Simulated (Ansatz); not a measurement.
## A series in volume scale on V

All results are calculated (Ansatz 0.2.0). Periodic Kohn-Sham DFT of a crystal at fixed atoms, scaled to volume_scale times the given cell; pressure positive in compression, energy less spherical unpolarised free atoms, largest_vzz the field gradient of largest size among the nuclei.

The cell before it is scaled or strained (space group Im-3m, No. 229):
```
cell vectors (Å)
  -1.5130     1.5130     1.5130
   1.5130    -1.5130     1.5130
   1.5130     1.5130    -1.5130
atoms (fractions of the cell vectors)
V   0.00000  0.00000  0.00000
```

Settings of every row: method all-electron LAPW; functional PBE; relativity scalar; k mesh 15x15x15; filling fermi-dirac; smearing width 0.03 eV; basis error target 1 meV/atom; nucleus gaussian.

Atom:
| element | start moment (bohr magneton) |
| --- | --- |
| V | 1.5 |

| row | volume scale | V (Å³/atom) | energy less free atoms (eV/atom) | pressure (GPa) |
| --- | --- | --- | --- | --- |
| 1 | 0.96 | 13.3 | -8.4086 | 1.857 |
| 2 | 0.98 | 13.577 | -8.4084 | -1.951 |
| 3 | 1 | 13.854 | ? | ? |
| 4 | 1.02 | 14.131 | -8.3901 | -8.425 |
| 5 | 1.04 | 14.408 | -8.3731 | -11.178 |

Cell moment is 0 bohr magneton in every row.

Question: what energy less free atoms and pressure should row 3 give?

Worked fit of energy less free atoms. Take u = (V_r/V)^(2/3) − 1 with V_r = 13.854 Å³ an atom, which is twice the finite (Eulerian) strain; such expansions in the strain, on which the Birch-Murnaghan equation of state is built, carry the rest volume and the bulk modulus. The shown rows have u = 0.02758, 0.01356, -0.01311, -0.0258. Least squares give energy less free atoms = −8.40204 − 0.6943 × u + 16.55 × u² eV/atom; a straight line predicts inner rows, each left out in turn, worse (root mean square 0.0068 against 2.4e-05 eV/atom). All shown rows lie on it to the printed digit. Its lowest point lies at u = 0.0210, or V = 13.43 Å³ an atom, and the curvature there gives the bulk modulus at fixed shape and fractions, B = (4/9)(1 + u)² E″(u)/V = 183 GPa. The withheld row has u = 0, so the fit gives −8.40204 − 0.6943 × (0) + 16.55 × (0)² = -8.4020 eV/atom.

The calculation gave -8.402 eV/atom. The fit meets it to the printed digit.

Worked fit of pressure. Take u = (V_r/V)^(2/3) − 1 with V_r = 13.854 Å³ an atom, which is twice the finite (Eulerian) strain; such expansions in the strain, on which the Birch-Murnaghan equation of state is built, carry the rest volume and the bulk modulus. The shown rows have u = 0.02758, 0.01356, -0.01311, -0.0258. Least squares give pressure = −5.3646 + 242.867 × u + 684.5 × u² GPa; a straight line predicts inner rows, each left out in turn, worse (root mean square 0.28 against 0.014 GPa). The rows lie off it by 0.003, -0.006, 0.006, -0.003 (root mean square 0.0047 GPa). The pressure vanishes at u = 0.0209, or V = 13.43 Å³ an atom, and there the bulk modulus at fixed shape and fractions is B = −V dP/dV = (2/3)(1 + u) dP/du = 185 GPa. The withheld row has u = 0, so the fit gives −5.3646 + 242.867 × (0) + 684.5 × (0)² = -5.365 GPa.

The calculation gave -5.364 GPa. The fit lies 0.001 GPa (0.0077 % of the column's range) below it, one unit of the last digit.
